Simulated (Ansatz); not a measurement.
# NaH (Fm-3m) in Ansatz: convergence with cutoff

Aim: find how far cutoff must go before the results for NaH settle, at PBE. This setting moves, with any that are tied to it; all else stays.

All numbers are computed with Ansatz 0.2.0; they aren't measurements. Logs are shortened: lines on timing, memory, paths and dates and some standing lists are left out, and cuts for length are marked.

## 1. The crystal as given

It takes space group Fm-3m (No. 225, cubic). Conventional cell: a = 4.880 Å, b = 4.880 Å, c = 4.880 Å, α = 90.00°, β = 90.00°, γ = 90.00°. Na (site symmetry m-3m) is surrounded by 6 H at 2.44 Å. H (site symmetry m-3m) has 6 Na at 2.44 Å as nearest neighbours.

## 2. With cutoff 80 eV

Contents of input.yaml:

```yaml
crystal:
  lattice:
    - [0.0, 2.44, 2.44]
    - [2.44, 0.0, 2.44]
    - [2.44, 2.44, 0.0]
  atoms:
    - { symbol: Na, position: [0.0, 0.0, 0.0] }
    - { symbol: H, position: [0.5, 0.5, 0.5] }
kpoints:
  mp_grid: { grid: [9, 9, 9] }
scf:
  occupations: { method: fermi_dirac, width: 0.05 }
hamiltonian:
  xc: pbe
  pseudopotentials: { kind: all_electron, lapw: { basis_error: 0.001 } }
output:
  forces: true
  stress: true
  eigenvalues: true
basis:
  ecutwfc: 80
```

Potentials or basis: all-electron LAPW, scalar-relativistic.

Command:

```sh
ansatz run input.yaml --threads 1 --pin off --max-ram 3072MiB --backend cpu --events-out ev --progress --plain --runs-dir out
```

Run time: 1.1 s. Hardware: 1 thread of Arm Neoverse V2, shared host; peak memory 0.19 GiB.

Results:

```
Free energy            : -4436.3152 eV
Pressure               : -0.5 GPa
Band gap on the k mesh : 4.02 eV, indirect (least direct gap 4.71 eV)
```

## 3. With cutoff 110 eV

Edit input.yaml of step 2 so:

```diff
@@ -20,2 +20,2 @@
 basis:
-  ecutwfc: 80
+  ecutwfc: 110
```

Potentials or basis: all-electron LAPW, scalar-relativistic.

Command:

```sh
ansatz run input.yaml --threads 1 --pin off --max-ram 3072MiB --backend cpu --events-out ev --progress --plain --runs-dir out
```

It took 1.3 s on 1 thread of Arm Neoverse V2, shared host; peak memory 0.2 GiB.

What came out:

* Free energy: -4436.3334 eV
* Pressure: -0.6 GPa
* Band gap on the k mesh: 4.01 eV, indirect (least direct gap 4.70 eV)

## 4. With cutoff 140 eV

Edit input.yaml of step 3 so:

```diff
@@ -20,2 +20,2 @@
 basis:
-  ecutwfc: 110
+  ecutwfc: 140
```

Command:

```sh
ansatz run input.yaml --threads 1 --pin off --max-ram 3072MiB --backend cpu --events-out ev --progress --plain --runs-dir out
```

It took 1.3 s on 1 thread of Arm Neoverse V2, shared host; peak memory 0.2 GiB.

Results:

| Item | Value |
| --- | --- |
| Free energy | -4436.3364 eV |
| Pressure | -0.6 GPa |
| Band gap on the k mesh | 4.01 eV, indirect (least direct gap 4.70 eV) |

## 5. With cutoff 180 eV

Edit input.yaml of step 4 so:

```diff
@@ -20,2 +20,2 @@
 basis:
-  ecutwfc: 140
+  ecutwfc: 180
```

Command:

```sh
ansatz run input.yaml --threads 1 --pin off --max-ram 3072MiB --backend cpu --events-out ev --progress --plain --runs-dir out
```

Run time: 1.7 s. Hardware: 1 thread of Arm Neoverse V2, shared host; peak memory 0.21 GiB.

What came out:

```yaml
Free_energy: -4436.3371 eV
Pressure: -0.6 GPa
Band_gap_on_the_k_mesh: 4.01 eV, indirect (least direct gap 4.70 eV)
```

## 6. With cutoff 230 eV

Edit input.yaml of step 5 so:

```diff
@@ -20,2 +20,2 @@
 basis:
-  ecutwfc: 180
+  ecutwfc: 230
```

Potentials or basis: all-electron LAPW, scalar-relativistic.

Command:

```sh
ansatz run input.yaml --threads 1 --pin off --max-ram 3072MiB --backend cpu --events-out ev --progress --plain --runs-dir out
```

Wall time 2.1 s (1 thread of Arm Neoverse V2, shared host); peak memory 0.22 GiB.

Results:

| Item | Value |
| --- | --- |
| Free energy | -4436.3372 eV |
| Pressure | -0.6 GPa |
| Band gap on the k mesh | 4.01 eV, indirect (least direct gap 4.70 eV) |

## 7. With cutoff 290 eV

Edit input.yaml of step 6 so:

```diff
@@ -20,2 +20,2 @@
 basis:
-  ecutwfc: 230
+  ecutwfc: 290
```

Command:

```sh
ansatz run input.yaml --threads 1 --pin off --max-ram 3072MiB --backend cpu --events-out ev --progress --plain --runs-dir out
```

Wall time 2.7 s (1 thread of Arm Neoverse V2, shared host); peak memory 0.25 GiB.

What came out:

```yaml
Free_energy: -4436.3372 eV
Pressure: -0.6 GPa
Band_gap_on_the_k_mesh: 4.01 eV, indirect (least direct gap 4.70 eV)
```

## 8. With cutoff 360 eV

Edit input.yaml of step 7 so:

```diff
@@ -20,2 +20,2 @@
 basis:
-  ecutwfc: 290
+  ecutwfc: 360
```

Command:

```sh
ansatz run input.yaml --threads 1 --pin off --max-ram 3072MiB --backend cpu --events-out ev --progress --plain --runs-dir out
```

Run time: 4.1 s. Hardware: 1 thread of Arm Neoverse V2, shared host; peak memory 0.29 GiB.

Results:

```yaml
Free_energy: -4436.3372 eV
Pressure: -0.6 GPa
Band_gap_on_the_k_mesh: 4.01 eV, indirect (least direct gap 4.70 eV)
```

## 9. With cutoff 450 eV

Edit input.yaml of step 8 so:

```diff
@@ -20,2 +20,2 @@
 basis:
-  ecutwfc: 360
+  ecutwfc: 450
```

Potentials or basis: all-electron LAPW, scalar-relativistic.

Command:

```sh
ansatz run input.yaml --threads 1 --pin off --max-ram 3072MiB --backend cpu --events-out ev --progress --plain --runs-dir out
```

Wall time 5.4 s (1 thread of Arm Neoverse V2, shared host); peak memory 0.33 GiB.

Results (log left out):

```
Free energy            : -4436.3372 eV
Pressure               : -0.6 GPa
Band gap on the k mesh : 4.01 eV, indirect (least direct gap 4.70 eV)
```

## 10. With cutoff 560 eV

Edit input.yaml of step 9 so:

```diff
@@ -20,2 +20,2 @@
 basis:
-  ecutwfc: 450
+  ecutwfc: 560
```

Potentials or basis: all-electron LAPW, scalar-relativistic.

Command:

```sh
ansatz run input.yaml --threads 1 --pin off --max-ram 3072MiB --backend cpu --events-out ev --progress --plain --runs-dir out
```

Log:

```text
Warning: RAYON_NUM_THREADS=1 ignored (pool sized by the plan → 1); use --threads N
LAPW: plane waves up to 12.124 Å⁻¹, error target 1.0e-3 eV per atom; small_component_spin mean_spin; the cutoff is typed (target and bands ask for 152.5 eV, largest radius times wave number 17.5, largest estimated error of a free atom 3.9e-9 eV); H in spheres of 0.994 Å, 1 of its electrons in bands, Dirac shells []; Na in spheres of 1.446 Å, 9 of its electrons in bands, Dirac shells [] (how accurate: hamiltonian.pseudopotentials.lapw.basis_error, Limitations)
Engine: ansatz 0.2.0, aarch64-unknown-linux-gnu
Pseudopotentials: kind: all_electron
Pseudopotential: Na, LAPW, valence charge 9, lapw/all_electron/scalar/gaussian/Na, Koelling and Harmon's equation, gaussian nucleus
Pseudopotential: H, LAPW, valence charge 1, lapw/all_electron/scalar/gaussian/H, Koelling and Harmon's equation, gaussian nucleus
Functional definition: PBE
  parameter kappa = 0.804
  parameter beta = 0.06672455060314922
  exchange = pbe_x(kappa = kappa, mu = beta*pi^2/3)
  correlation = pbe_c(beta = beta)
Crystal: 2 atoms, lattice volume = 29.054 Å³
Basis set: ecut = 559.9999999999999 eV, 893 PW (Γ), exchange–correlation at level 2
Bands: 9, of which v1, the nominal top of the filled ones, is band 5 counted from 1 (4 counted from 0)
Symmetry: 48 space group operations
Space group: Fm-3m (ITA 225), of the structure as read, at distance tolerance 3.1e-5 Å
k-points: 35 of 729
Non-local potential: Na, projectors of the file, none
Non-local potential: H, projectors of the file, none
Initial density: superposition of atomic densities (chi_scale 0.1, normalization cell, long waves kept (reshape's long-wave potential 0.00 eV rms))
Initial wavefunctions: plane waves of lowest kinetic energy (no species holds an atomic orbital)
Functional: x = pbe(κ = 0.804, μ = 0.2195149727645171), c = pbe(β = 0.06672455060314922)
iter 1 solved again at ethr=7.08e-3 eV; its pass at ethr=1.00e-1 eV (dr2=7.08e-1 eV) is discarded
SCF iter   1: F=—  HF=-4436.762038 eV  |F-HF|=—  |Δ(HF+E_count)|=         —  Δρ=4.09e-2  dr2=7.07e-1  ethr=7.08e-3  ⟨swp⟩=2.0  Hψ=2246  notcnv=0
preconditioner: auto → none  [insulator: Δε(μ)=5.124 eV  Ē_g=11.730 eV  σ=0.050 eV  W_gap=1.00  n_scr=8 (ndim 8)  ℏωp=9.7 eV  f_vac=0.000  D(μ)=0.00/eV (n_scr^D=0)  ε∞_Penn≈1.7]
iter 2 solved again at ethr=5.84e-4 eV; its pass at ethr=7.07e-3 eV (dr2=5.84e-2 eV) is discarded
SCF iter   2: F=—  HF=-4436.351589 eV  |F-HF|=—  |Δ(HF+E_count)|=   4.10e-1  Δρ=1.14e-2  dr2=5.84e-2  ethr=5.84e-4  ⟨swp⟩=2.0  Hψ=1697  notcnv=0
SCF iter   3: F=—  HF=-4436.335652 eV  |F-HF|=—  |Δ(HF+E_count)|=         —  Δρ=1.47e-3  dr2=7.79e-4  ethr=5.84e-4  ⟨swp⟩=2.0  Hψ=946  notcnv=0
the basis was enlarged: its passes take 172.2 KiB over the memory plan, 1 of 1 planned eigensolver slots
SCF iter   4: F=—  HF=-4436.336977 eV  |F-HF|=—  |Δ(HF+E_count)|=   1.32e-3  Δρ=4.83e-4  dr2=8.05e-5  ethr=7.79e-6  ⟨swp⟩=2.7  Hψ=884  notcnv=0
SCF iter   5: F=—  HF=-4436.337169 eV  |F-HF|=—  |Δ(HF+E_count)|=   1.93e-4  Δρ=5.30e-5  dr2=1.13e-6  ethr=8.05e-7  ⟨swp⟩=3.0  Hψ=897  notcnv=0
SCF iter   6: F=-4436.337171 eV  HF=-4436.337171 eV  |F-HF|=1.47e-8  |Δ(HF+E_count)|=   1.74e-6  Δρ=3.81e-6  dr2=4.44e-9  ethr=1.13e-8  ⟨swp⟩=3.0  Hψ=847  notcnv=0
SCF 1 converged in 6 iterations: F = -4436.337171 eV  dr2 = 4.44e-9
SCF converged after 6 iterations
Free energy (F): -4436.337171 eV
Harris-Foulkes:  -4436.337171 eV  (|F-HF|=1.47e-8)
Internal energy: -4436.337171 eV  (E = F + TS)
E sigma→0 (E₀):  -4436.337171 eV
Fermi energy:    2.441158 eV
--- Per-component energies (eV) ---
  E_band       = -231.010333
  E_kinetic    = 4438.309483
  E_xc         = -401.019917
  E_electrostatic = -8473.626737  (all electrons and nuclei)
  E_smearing   = -0.000000  (= −TS)
  E_closure    = 0.000000  (closes the sum)
  E_atoms      = -4431.258615  (free atoms, spherical and without spin; not in F)
  Σ components = -4436.337171   (vs F -4436.337171, Δ=0.00e0)
  Basis errors (estimates in eV, not in F): energy 3.5e-5 per atom: plane waves 3.5e-7 (2.0e-7 summed), levels above the bands 5.3e-86, relativity 8.6e-10, radial functions 3.4e-5, core shells 1.4e-15; eigenvalues (radial functions only) 9.2e-4; not estimated: angular momenta, meshes, grids; target (lapw.basis_error) 1.0e-3; muffin-tin radii H 0.994 Å, Na 1.446 Å
--- Forces (eV/Å), atoms counted from 1 ---
  atom   1  Na    -0.00000000     0.00000000     0.00000000
  atom   2  H     -0.00000000    -0.00000000     0.00000000
  max |Σ_I F_I| component: 5.70e-31 eV/Å
--- Stress (GPa, compression-positive) ---
       -0.635318      -0.000000       0.000000
       -0.000000      -0.635318      -0.000000
        0.000000      -0.000000      -0.635318
  P = ⅓ Tr σ = -0.6353 GPa (-6.353 kbar)
--- Band table (eV; the first three rows and the last of 35) ---
  k-point 0: bands = ["-49.7904", "-21.6736", "-21.6736", "-21.6736", "-3.0384", "10.6563", "15.8744", "15.8744", "15.8744"]
  k-point 1: bands = ["-49.7897", "-21.6836", "-21.6748", "-21.6748", "-2.8318", "9.9908", "13.5433", "15.1593", "15.1593"]
  k-point 2: bands = ["-49.7880", "-21.7088", "-21.6779", "-21.6779", "-2.2365", "8.1306", "12.0362", "14.4289", "14.4289"]
  k-point 34: bands = ["-49.7828", "-21.7312", "-21.7205", "-21.7016", "0.3978", "6.0600", "6.8394", "9.0909", "16.2498"]
```

It took 8.6 s on 1 thread of Arm Neoverse V2, shared host; peak memory 0.45 GiB.

Results:

| Quantity | Value |
| --- | --- |
| Free energy | -4436.3372 eV |
| Pressure | -0.6 GPa |
| Band gap on the k mesh | 4.01 eV, indirect (least direct gap 4.70 eV) |

## 11. The series at a glance

```
cutoff  energy less the tightest run, at zero smearing (meV/atom)  pressure (GPa)  gap on the mesh (eV)  SCF cycles  CPU time (s)  peak memory (GiB)
 80 eV                                                      10.99           -0.50                 4.016           6           1.1               0.19
110 eV                                                       1.88           -0.61                 4.012           6           1.3                0.2
140 eV                                                       0.40           -0.63                 4.011           6           1.3                0.2
180 eV                                                       0.06           -0.63                 4.011           6           1.7               0.21
230 eV                                                       0.00           -0.64                 4.011           6           2.1               0.22
290 eV                                                       0.00           -0.64                 4.011           6           2.7               0.25
360 eV                                                       0.00           -0.64                 4.011           6           4.1               0.29
450 eV                                                       0.00           -0.64                 4.011           6           5.4               0.33
560 eV                                                       0.00           -0.64                 4.011           6           8.6               0.45
```

Against the tightest run, the energy stays within 1 meV/atom from 140 eV on; the pressure stays within 0.1 GPa from 110 eV on; the gap on the mesh stays within 0.01 eV from 80 eV on. The tightest run that finished is the yardstick and may itself not be fully converged.

Caveats: an odd mesh through Γ misses points on the zone boundary, where band edges often lie.
